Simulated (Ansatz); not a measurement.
# ScAl3: the cost of one run

Method: DFT PBE, scalar-relativistic, plane waves, PAW, in Ansatz 0.2.0.

4 further runs of the same task are left out: 1 that didn't finish, 3 set aside as unsound or not needed.

### 1 The system as given

It takes space group Pm-3m (No. 221, cubic). The conventional cell has a = 4.105 Å, b = 4.105 Å, c = 4.105 Å, α = 90.00°, β = 90.00°, γ = 90.00°. Sc (site symmetry m-3m) is surrounded by 12 Al at 2.90 Å. Al (site symmetry 4/mmm) has 4 Sc at 2.90 Å and 8 Al at 2.90 Å as nearest neighbours.

Coordinates:

```cif
data_structure
_symmetry_space_group_name_H-M 'Pm-3m'
_symmetry_Int_Tables_number 221
_cell_length_a 4.1053
_cell_length_b 4.1053
_cell_length_c 4.1053
_cell_angle_alpha 90.000
_cell_angle_beta 90.000
_cell_angle_gamma 90.000
_cell_volume 69.19
loop_
_atom_site_label
_atom_site_type_symbol
_atom_site_symmetry_multiplicity
_atom_site_Wyckoff_symbol
_atom_site_fract_x
_atom_site_fract_y
_atom_site_fract_z
_atom_site_occupancy
Sc1 Sc 1 a 0.00000 0.00000 0.00000 1
Al1 Al 3 c 0.50000 0.00000 0.50000 1
```

It goes back to an entry of the Materials Project.

This cell was relaxed beforehand with the same method: volume 17.30 Å³/atom, gap on the mesh none (metal).

### 2 Zero of energy

The reference gives a free energy of -3750.1419 eV, pressure 0.04 GPa, largest force 0.000 eV/Å and gap on the mesh none (metal). It was computed beforehand with the settings of the runs below.

### 3 Setting up one atom moved over a plane

Atom 1 (Sc) is moved by p along (1.000, 0.000, 0.000) and q along (0.000, 1.000, 0.000) (Å), all else fixed; its images in the other cells move with it. Points alike by symmetry are run once.

### 4 Point p = -0.600, q = -0.600

The input, input.yaml:

```yaml
crystal:
  lattice:
    - [4.1053305959, 0.0, 0.0]
    - [0.0, 4.1053305959, 0.0]
    - [0.0, 0.0, 4.1053305959]
  atoms:
    - { symbol: Sc, position: [-0.1461514453, -0.1461514453, 0.0] }
    - { symbol: Al, position: [0.5, 0.0, 0.5] }
    - { symbol: Al, position: [0.0, 0.5, 0.5] }
    - { symbol: Al, position: [0.5, 0.5, 0.0] }
basis:
  ecutwfc: 420
kpoints:
  mp_grid: { grid: [12, 12, 12] }
hamiltonian:
  xc: pbe
scf:
  occupations: { method: gaussian, width: 0.15 }
output:
  forces: true
  stress: true
  eigenvalues: true
```

On the command line:

```sh
$ ansatz run input.yaml --threads 2 --pin off --max-ram 5120MiB --backend cpu --events-out ev --progress --plain --runs-dir out
```

What time and memory should one allow on 2 threads of AMD EPYC 9R45 (Zen 5), shared host?

About 4.2 s, with a peak of 0.64 GiB.
